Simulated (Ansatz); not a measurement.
The system is ZnS.

```
Zn S
1.0
     0.00000    2.70200    2.70200
     2.70200    0.00000    2.70200
     2.70200    2.70200    0.00000
Zn S
1 1
Direct
  0.75000 0.75000 0.75000
  0.00000 0.00000 0.00000
```

* Program: Ansatz 0.2.0
* Task: relaxation of cell and atoms
* Functional: RPBE
* Dispersion: D4
* Potentials or basis: all-electron LAPW, scalar-relativistic
* Basis error allowed: 0.001 eV/atom
* k mesh: 9 × 9 × 9
* Occupations: fermi-dirac, width 0.05 eV
* Spin: no spin polarisation

At the start: volume 19.73 Å³/atom.

Question: Where does the relaxation end?

Answer: Over 4 steps the energy falls by 2.4 meV/atom and the volume is 19.26 Å³/atom (-2.4 %); space group F-43m (No. 216, to 0.05 Å).

The path:
| step | energy change (eV) | largest force (eV/Å) | volume (Å³) |
| --- | --- | --- | --- |
| 1 | 0.0000 | 0.0000 | 39.45 |
| 2 | -0.0039 | 0.0000 | 38.95 |
| 3 | -0.0049 | 0.0000 | 38.52 |
| 4 | -0.0049 | 0.0000 | 38.52 |

Final structure:
```yaml
crystal:
  lattice:
    - [0.00000, 2.68047, 2.68047]
    - [2.68047, 0.00000, 2.68047]
    - [2.68047, 2.68047, 0.00000]
  atoms:
    - { symbol: Zn, position: [0.75000, 0.75000, 0.75000] }
    - { symbol: S, position: [0.00000, 0.00000, 0.00000] }
```
